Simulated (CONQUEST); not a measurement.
**MgSe under changes of volume**

One of the cells (20.246 Å³/atom); the others are scaled copies at fixed shape and fractional positions:

```
Se Mg
1.0
     3.85444    0.00000    0.00000
     0.00000    3.85444    0.00000
     0.00000    0.00000    5.45100
Se Mg
2 2
Direct
  0.00000 0.00000 0.50000
  0.50000 0.50000 0.00000
  0.00000 0.00000 0.00000
  0.50000 0.50000 0.50000
```

```yaml
Program: CONQUEST 1.3
Functional: PBE
Potentials_or_basis: PseudoDojo NC PBE, DZP, grid of 36 × 36 × 60 points
k_mesh: 7 × 7 × 5
Occupations: fermi-dirac, width 0.05 eV
Spin: no spin polarisation
```

```tsv
volume (Å³/atom)	energy over the lowest point (meV/atom)	pressure (GPa)	gap on the mesh (eV)
19.031	63.85	9.3	1.79
19.436	43.87	7.2	1.76
19.841	27.65	5.7	1.73
20.246	15.32	4.2	1.70
20.651	?	?	?
21.461	0.00	0.0	1.59
```

Question: What does the run at 20.651 Å³/atom give?

Answer: Energy over the lowest point 6.50 meV/atom; pressure 2.9 GPa; gap on the mesh 1.66 eV.

Worked out: A Birch-Murnaghan fit of order 3 (a polynomial in V^(-2/3)) to the other rows has its minimum at 21.44 Å³/atom with B0 = V·E''(V) = 71 GPa (rough, since the energies scatter). It gives 6.63 meV/atom at 20.651 Å³/atom, against the run's 6.50, and -dE/dV = 2.7 GPa, against 2.9. A straight line through the other rows of the gap, of slope -1.67 eV per unit of ln V, gives 1.66 eV, against the run's 1.66.

Energies are extrapolated to zero smearing.

Caveats: an odd mesh through Γ misses points on the zone boundary, where band edges often lie; the basis of atomic orbitals isn't converged, which shifts pressures, moduli and gaps; the real-space grid breaks the cell's symmetry a little. Spin-orbit coupling on Se is left out.
